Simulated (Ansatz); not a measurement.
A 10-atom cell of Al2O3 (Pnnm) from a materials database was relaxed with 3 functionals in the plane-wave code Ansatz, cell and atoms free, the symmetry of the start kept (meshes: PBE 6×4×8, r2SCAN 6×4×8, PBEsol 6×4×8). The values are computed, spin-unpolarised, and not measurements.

The r2SCAN result:
```cif
data_structure
_symmetry_space_group_name_H-M 'Pnnm'
_symmetry_Int_Tables_number 58
_cell_length_a 4.6275
_cell_length_b 9.6088
_cell_length_c 2.9956
_cell_angle_alpha 90.000
_cell_angle_beta 90.000
_cell_angle_gamma 90.000
_cell_volume 133.20
loop_
_atom_site_label
_atom_site_type_symbol
_atom_site_symmetry_multiplicity
_atom_site_Wyckoff_symbol
_atom_site_fract_x
_atom_site_fract_y
_atom_site_fract_z
_atom_site_occupancy
Al1 Al 4 g 0.41480 0.33081 0.50000 1
O1 O 4 g 0.73242 0.22254 0.50000 1
O2 O 2 a 0.00000 0.00000 0.00000 1
```

Space group Pnnm (No. 58), orthorhombic; conventional cell a = 4.627 Å, b = 9.609 Å, c = 2.996 Å, 13.32 Å³ an atom. Around Al lie 4 O at 1.67–1.80 Å; around O lie 3 Al at 1.79–1.80 Å; around O lie 2 Al at 1.67 Å.

**Question.** Order the functionals by the relaxed volume, smallest first.
A. PBEsol
B. PBE
C. r2SCAN

**Answer.** C (13.32 Å³/atom), A (13.54 Å³/atom), B (13.84 Å³/atom).

**Question.** How does the cell change with PBE?

**Answer.** a = 4.712 Å, b = 9.704 Å, c = 3.026 Å; the volume differs by +3.9 % from r2SCAN's. Al has 4 O at 1.68–1.82 Å; O has 3 Al at 1.81–1.82 Å; O has 2 Al at 1.68 Å.

**Question.** How does the cell change with PBEsol?

**Answer.** a = 4.668 Å, b = 9.661 Å, c = 3.003 Å; the volume differs by +1.7 % from r2SCAN's. Around Al lie 4 O at 1.68–1.81 Å; around O lie 3 Al at 1.80–1.81 Å; around O lie 2 Al at 1.68 Å.

**Question.** Held at the r2SCAN cell, what mean stress does PBE find, and does its sign point to its own minimum?

**Answer.** Yes. PBE +4.27 GPa, and its relaxed volume is +3.9 % from r2SCAN's. Compression counts positive, so a positive stress asks for a larger cell.
